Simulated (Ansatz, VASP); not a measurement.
# Sc in VASP and in Ansatz

```xyz
1
Lattice="0.0000 2.2750 2.2750 2.2750 0.0000 2.2750 2.2750 2.2750 0.0000" Properties=species:S:1:pos:R:3 pbc="T T T"
Sc    0.0000    0.0000    0.0000
```

Change from the starting cell: volume scaled by 1.02.

Alike in both runs: task single point; functional PBE; k mesh 10 × 10 × 10; occupations fermi-dirac, width 0.05 eV; no spin polarisation.

|  | VASP | Ansatz |
| --- | --- | --- |
| version | VASP 6.6.1 | Ansatz 0.2.0 |
| potentials or method | VASP PAW PBE potentials, release 64 (Sc_sv) | Ansatz PAW |
| plane-wave cutoff (eV) | 520 | 420 |
| valence electrons in the cell | 11 | 11 |

|  | VASP | Ansatz | Ansatz less VASP |
| --- | --- | --- | --- |
| gap on the k mesh at the Fermi level (eV) | none | none | - |
| pressure (GPa) | 2.6 | 2.6 | -0.03 |

A gap of «none» marks a metal or a gap that the smearing closes. The functional is the same, so the differences come from potentials, cutoffs and numerics.
